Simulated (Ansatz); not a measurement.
# CoO (Fm-3m) in Ansatz: a series of runs

The runs below take CoO through single point, with PBE.

Everything below comes from runs of Ansatz 0.2.0. Logs are shortened: lines on timing, memory, paths and dates and some standing lists are left out, and cuts for length are marked.

**1. The crystal as given**

It takes space group Fm-3m (No. 225, cubic). The conventional cell has a = 4.263 Å, b = 4.263 Å, c = 4.263 Å, α = 90.00°, β = 90.00°, γ = 90.00°. Co (site symmetry m-3m) has 6 O at 2.13 Å as nearest neighbours. O (site symmetry m-3m) is surrounded by 6 Co at 2.13 Å.

**2. Single point, PBE, collinear spin, ferromagnetic start**

input.yaml reads:

```yaml
crystal:
  lattice:
    - [0.0, 2.1315, 2.1315]
    - [2.1315, 0.0, 2.1315]
    - [2.1315, 2.1315, 0.0]
  atoms:
    - { symbol: Co, position: [0.0, 0.0, 0.0], spin: 0.5 }
    - { symbol: O, position: [0.5, 0.5, 0.5] }
hamiltonian:
  xc: pbe
  pseudopotentials: { kind: paw }
magnetization:
  spin_polarized: true
  initial_magnetization: 0.5
  spin_locking: { lock_magnetization: hard }
kpoints:
  mp_grid: { grid: [9, 9, 9] }
scf:
  occupations: { method: fermi_dirac, width: 0.05 }
  lower_state_search: "off"
output:
  forces: true
  stress: true
  eigenvalues: true
```

Potentials or basis: Ansatz PAW.

Launch:

```console
ansatz run input.yaml --threads 2 --pin off --max-ram 5632MiB --backend cpu --events-out ev --progress --plain --runs-dir out
```

Output:

```text
Warning: output.stress: scf.convergence.dr2_threshold = 1e-7 eV (the SCF's general default) is looser than the 2e-10 eV advised for a printed stress (1e-10 eV for each atom of the cell: 2). What an SCF threshold leaves in a stress goes as its square root, and in the free energy as the threshold itself, and one threshold admits the most on a small cell: of the crystals measured, under no hybrid functional and no lock of the moments, on runs that ended without the residual-converged pass, on stresses that held no estimate of that error, the worst erred by over 100 MPa in a component at 1e-7 eV an atom and by under 5 at 1e-10. Set scf.convergence.dr2_threshold to 2e-10 eV or tighter. The threshold is an SCF's pass mark: one that does not reach it within its budget of iterations ends unconverged, or closes short of it on a stop that the run arms, and scf.convergence.dr2_threshold's page says what that costs each kind of run
Warning: RAYON_NUM_THREADS=2 ignored (pool sized by the plan → 2); use --threads N
Engine: ansatz 0.2.0, x86_64-unknown-linux-gnu
Pseudopotentials: kind: paw
Pseudopotential: Co, paw, valence charge 17, recommended cutoff 420 eV (normal), Co.paw.azcp
Pseudopotential: O, paw, valence charge 6, recommended cutoff 420 eV (normal), O.paw.azcp
Functional definition: PBE
  parameter kappa = 0.804
  parameter beta = 0.06672455060314922
  exchange = pbe_x(kappa = kappa, mu = beta*pi^2/3)
  correlation = pbe_c(beta = beta)
Crystal: 2 atoms, lattice volume = 19.368 Å³
Basis set: ecut = 420 eV, 339 PW (Γ), exchange–correlation on 48×48×48 points (8 copies of the dense FFT grid, shifted against one another)
Bands: 16, of which v1, the nominal top of the filled ones, is band 12 counted from 1 (11 counted from 0)
Symmetry: 48 space group operations
Space group: Fm-3m (ITA 225), of the structure as read, at distance tolerance 2.7e-5 Å
Magnetic group: BNS 225.116 (UNI 1618), of the structure as read, at distance tolerance 2.7e-5 Å
k-points: 35 of 729
Non-local potential: Co, projectors of the file, l = 0: 3, l = 1: 2, l = 2: 3, l = 3: 1
Non-local potential: O, projectors of the file, l = 0: 2, l = 1: 2, l = 2: 1
PAW form: soft (Blöchl's): semilocal exchange-correlation on the pseudo side does not see the compensation charge
PAW one-centre angular grid: Co, 590 points (default); XC on 64 Gauss nodes
PAW one-centre angular grid: O, 110 points (default); XC on 64 Gauss nodes
Initial density: superposition of atomic densities (chi_scale 0.1, normalization cell, long waves kept (reshape's long-wave potential 0.00 eV rms))
Starting moments: Σ|m| = 0.5 μB on 1 of 2 sites
Initial wavefunctions: pseudopotential atomic-orbital guess
Functional: x = pbe(κ = 0.804, μ = 0.2195149727645171), c = pbe(β = 0.06672455060314922)
SCF iter   1: F=—  HF=-5696.121262 eV  |F-HF|=—  |Δ(HF+E_count)|=         —  Δρ=2.90e-1 (↑2.44e-1 ↓2.90e-1)  dr2=4.54e1  dr2_m=9.73e-2  M=0.500 μB ∫|m|=0.500 μB  β_m=0.30  ethr=3.10e-3  ⟨swp⟩=5.5  Hψ=4922  notcnv=0
preconditioner: auto → none  [metal: Δε(μ)=0.105 eV  Ē_g=12.130 eV  σ=0.050 eV  W_gap=0.42  n_scr=8 (ndim 8)  ℏωp=32.7 eV  f_vac=0.000  D(μ)=1.34/eV (n_scr^D=14)  sad-step TF]
SCF iter   2: F=—  HF=-5692.180869 eV  |F-HF|=—  |Δ(HF+E_count)|=    3.94e0  Δρ=1.05e-1 (↑8.83e-2 ↓1.05e-1)  dr2=2.65e0  dr2_m=1.66e-2  M=0.500 μB ∫|m|=0.501 μB  β_m=0.27  ethr=3.10e-3  ⟨swp⟩=3.0  Hψ=3130  notcnv=0  defer=9
SCF iter   3: F=—  HF=-5691.679145 eV  |F-HF|=—  |Δ(HF+E_count)|=   5.02e-1  Δρ=5.86e-2 (↑4.36e-2 ↓5.86e-2)  dr2=5.07e-1  dr2_m=1.33e-2  M=0.500 μB ∫|m|=0.501 μB  β_m=0.55  ethr=3.10e-3  ⟨swp⟩=2.2  Hψ=2281  notcnv=0  defer=1
SCF iter   4: F=—  HF=-5691.665822 eV  |F-HF|=—  |Δ(HF+E_count)|=   1.33e-2  Δρ=1.11e-2 (↑1.11e-2 ↓9.46e-3)  dr2=4.38e-2  dr2_m=3.48e-3  M=0.500 μB ∫|m|=0.514 μB  β_m=0.65  ethr=2.20e-3  ⟨swp⟩=2.1  Hψ=2793  notcnv=0  defer=1
SCF iter   5: F=—  HF=-5691.671100 eV  |F-HF|=—  |Δ(HF+E_count)|=   5.28e-3  Δρ=9.41e-3 (↑6.17e-3 ↓9.41e-3)  dr2=3.56e-2  dr2_m=1.40e-3  M=0.500 μB ∫|m|=0.531 μB  β_m=0.56  ethr=1.90e-4  ⟨swp⟩=2.0  Hψ=1883  notcnv=0  defer=1
SCF iter   6: F=—  HF=-5691.669703 eV  |F-HF|=—  |Δ(HF+E_count)|=   1.40e-3  Δρ=6.73e-3 (↑3.95e-3 ↓6.73e-3)  dr2=1.48e-2  dr2_m=9.57e-4  M=0.500 μB ∫|m|=0.540 μB  β_m=0.78  ethr=1.55e-4  ⟨swp⟩=2.0  Hψ=1868  notcnv=0  defer=1
SCF iter   7: F=—  HF=-5691.670254 eV  |F-HF|=—  |Δ(HF+E_count)|=   5.51e-4  Δρ=2.38e-3 (↑2.38e-3 ↓8.70e-4)  dr2=5.10e-4  dr2_m=3.30e-4  M=0.500 μB ∫|m|=0.563 μB  β_m=0.84  ethr=6.43e-5  ⟨swp⟩=2.1  Hψ=1650  notcnv=0  defer=1
SCF iter   8: F=—  HF=-5691.670532 eV  |F-HF|=—  |Δ(HF+E_count)|=   2.78e-4  Δρ=1.26e-3 (↑1.26e-3 ↓7.78e-4)  dr2=5.80e-4  dr2_m=1.29e-5  M=0.500 μB ∫|m|=0.575 μB  β_m=0.92  ethr=2.22e-6  ⟨swp⟩=2.5  Hψ=1882  notcnv=0  defer=1
SCF iter   9: F=—  HF=-5691.670461 eV  |F-HF|=—  |Δ(HF+E_count)|=   7.08e-5  Δρ=3.12e-4 (↑2.15e-4 ↓3.12e-4)  dr2=3.75e-5  dr2_m=6.95e-7  M=0.500 μB ∫|m|=0.578 μB  β_m=0.96  ethr=2.22e-6  ⟨swp⟩=1.1  Hψ=1155  notcnv=0  defer=1
SCF iter  10: F=—  HF=-5691.670466 eV  |F-HF|=—  |Δ(HF+E_count)|=   4.86e-6  Δρ=9.27e-6 (↑9.27e-6 ↓4.60e-6)  dr2=2.08e-8  dr2_m=3.47e-9  M=0.500 μB ∫|m|=0.577 μB  β_m=0.96  ethr=4.35e-10  ⟨swp⟩=4.9  Hψ=6170  notcnv=0
SCF iter  11: F=-5691.670466 eV  HF=-5691.670466 eV  |F-HF|=1.51e-9  |Δ(HF+E_count)|=   1.17e-9  Δρ=2.55e-6 (↑2.55e-6 ↓1.41e-6)  dr2=2.17e-9  dr2_m=1.02e-10  M=0.500 μB ∫|m|=0.577 μB  ethr=9.06e-11  ⟨swp⟩=2.0  Hψ=3462  notcnv=0
SCF 1 converged in 11 iterations: F = -5691.670466 eV  dr2 = 2.17e-9
SCF converged after 11 iterations
Stability checked in part: among states of this total moment the steps that led to this state did not find it unstable. No probe was made; neither looks for a lower state of another moment (fixed_total_moment; see scf.lower_state_search)
Magnetization: 0.5000 μB (11.7500 up, 11.2500 down)
Absolute magnetization: 0.5806 μB (∫|ρ↑−ρ↓|, with the PAW one-centre terms)
Spin contamination: 0.0577 ħ² per cell (⟨S²⟩ above its minimum at these occupations)
Per-site moments (μB) at R_I (Å): [(0.49806964694485656, 0.87924375), (-0.031917674082947524, 0.87924375)]
Free energy (F): -5691.670466 eV
Harris-Foulkes:  -5691.670466 eV  (|F-HF|=1.51e-9)
Internal energy: -5691.644013 eV  (E = F + TS)
E sigma→0 (E₀):  -5691.657240 eV
Entropy (-TS):   -0.026453 eV (-13.227 meV/atom)
Fermi energy:    13.646842 (↑ 13.441725, ↓ 13.851959) eV
--- Per-component energies (eV) ---
  E_band       = -299.898244
  E_kinetic    = 618.673253
  E_local      = -3445.386658  (includes V_loc(G=0)·N_el)
  E_nonlocal   = 514.752261
  E_hartree    = 1418.239493
  E_xc         = -228.430629
  E_vxc        = -293.552121  (∫ρ·V_xc dr)
  E_paw        = -1677.429199  (= ΣΔE_a)
  E_vpaw       = -530.869242  (= ΣTr[D̂ρ^β])
  E_aug_tail   = 0.002533  (compensation charges beyond the density's cutoff)
  E_ewald      = -2892.065066
  E_smearing   = -0.026453  (= −TS)
  E_closure    = 0.000000  (closes the sum)
  Σ components = -5691.670466   (vs F -5691.670466, Δ=0.00e0)
--- Forces (eV/Å), atoms counted from 1 ---
  atom   1  Co    -0.00000000     0.00000000    -0.00000000
  atom   2  O      0.00000000     0.00000000     0.00000000
  max |Σ_I F_I| component: 1.17e-29 eV/Å
--- Stress (GPa, compression-positive) ---
      -18.190345      -0.000000       0.000000
       -0.000000     -18.190345       0.000000
        0.000000      -0.000000     -18.190345
  P = ⅓ Tr σ = -18.1903 GPa (-181.903 kbar)
--- Band table (eV; the first three rows and the last of 70) ---
  k-point 0 ↑: bands = ["-81.2547", "-44.5597", "-44.5597", "-44.5597", "-6.6738", "10.3354", "10.3354", "10.3354", "12.1281", "12.1281", "12.1407", "12.1407", "12.1407", "14.8548", "30.5883", "32.1535"]
  k-point 1 ↑: bands = ["-81.2543", "-44.5645", "-44.5603", "-44.5603", "-6.5517", "9.4605", "9.8609", "9.8609", "12.2321", "12.2321", "12.3224", "12.6594", "12.6594", "15.6268", "28.6634", "31.6626"]
  k-point 2 ↑: bands = ["-81.2533", "-44.5767", "-44.5620", "-44.5620", "-6.2255", "7.9319", "9.1165", "9.1165", "12.4745", "12.4745", "12.6028", "13.5532", "13.5532", "17.1071", "26.1119", "30.0816"]
  k-point 34 ↓: bands = ["-80.6060", "-43.9579", "-43.9528", "-43.9431", "-5.4139", "7.2430", "7.7931", "8.2002", "12.8231", "13.1461", "13.5469", "13.9735", "14.7115", "22.1742", "23.5351", "24.0856"]
```

Run time: 0.45 s. Hardware: 2 threads of AMD EPYC 9R45 (Zen 5), shared host; peak memory 0.3 GiB.

Results:

```
Free energy     : -5691.6705 eV
Pressure        : -18.2 GPa
Net moment      : 0.50 μB per cell
Absolute moment : 0.58 μB per cell
Site moments    : Co +0.50; O -0.03 μB
```

Caveat: the pressure holds a Pulay correction of +0.7 GPa for the finite cutoff; the total moment is fixed, so each spin has its own Fermi level; a cell with one magnetic atom can't hold antiferromagnetic order, which such compounds often take; the thresholds are loose for stress.

**3. Single point, PBE, collinear spin, ferromagnetic start**

Changes to input.yaml since step 2:

```diff
@@ -6,3 +6,3 @@
   atoms:
-    - { symbol: Co, position: [0.0, 0.0, 0.0], spin: 0.5 }
+    - { symbol: Co, position: [0.0, 0.0, 0.0], spin: 1.0 }
     - { symbol: O, position: [0.5, 0.5, 0.5] }
@@ -13,3 +13,3 @@
   spin_polarized: true
-  initial_magnetization: 0.5
+  initial_magnetization: 1.0
   spin_locking: { lock_magnetization: hard }
```

Potentials or basis: Ansatz PAW.

Launch:

```console
ansatz run input.yaml --threads 2 --pin off --max-ram 5632MiB --backend cpu --events-out ev --progress --plain --runs-dir out
```

Wall time 0.44 s (2 threads of AMD EPYC 9R45 (Zen 5), shared host); peak memory 0.31 GiB.

It converged, with:

| Quantity | Value |
| --- | --- |
| Free energy | -5691.7908 eV |
| Pressure | -15.4 GPa |
| Net moment | 1.00 μB per cell |
| Absolute moment | 1.08 μB per cell |
| Site moments | Co +0.97; O -0.03 μB |

Caveat: the pressure holds a Pulay correction of +0.7 GPa for the finite cutoff; the total moment is fixed, so each spin has its own Fermi level; a cell with one magnetic atom can't hold antiferromagnetic order, which such compounds often take; the thresholds are loose for stress.

**4. Single point, PBE, collinear spin, ferromagnetic start**

Changes to input.yaml since step 3:

```diff
@@ -6,3 +6,3 @@
   atoms:
-    - { symbol: Co, position: [0.0, 0.0, 0.0], spin: 1.0 }
+    - { symbol: Co, position: [0.0, 0.0, 0.0], spin: 1.5 }
     - { symbol: O, position: [0.5, 0.5, 0.5] }
@@ -13,3 +13,3 @@
   spin_polarized: true
-  initial_magnetization: 1.0
+  initial_magnetization: 1.5
   spin_locking: { lock_magnetization: hard }
```

Launch:

```console
ansatz run input.yaml --threads 2 --pin off --max-ram 5632MiB --backend cpu --events-out ev --progress --plain --runs-dir out
```

Wall time 0.46 s (2 threads of AMD EPYC 9R45 (Zen 5), shared host); peak memory 0.31 GiB.

It converged, with:

```yaml
Free_energy: -5691.9021 eV
Pressure: -12.5 GPa
Net_moment: 1.50 μB per cell
Absolute_moment: 1.52 μB per cell
Site_moments: Co +1.41; O +0.01 μB
```

Caveat: the pressure holds a Pulay correction of +0.7 GPa for the finite cutoff; the total moment is fixed, so each spin has its own Fermi level; a cell with one magnetic atom can't hold antiferromagnetic order, which such compounds often take; the thresholds are loose for stress.

**5. Overview**

```csv
fixed moment (μB),pressure (GPa),moment (μB)
0.5,-18.2,0.50
1.0,-15.4,1.00
1.5,-12.5,1.50
```

Alike in all rows: task single point; level PBE; potentials or basis Ansatz PAW; spin collinear, ferromagnetic start; cell as given; k mesh 9 × 9 × 9; cutoff (eV) 420; smearing fermi-dirac 0.05 eV.

Caveats: the total moment is fixed, so each spin has its own Fermi level; a cell with one magnetic atom can't hold antiferromagnetic order, which such compounds often take; the thresholds are loose for stress.

Absolute energies hang on the potentials; compare differences alone.
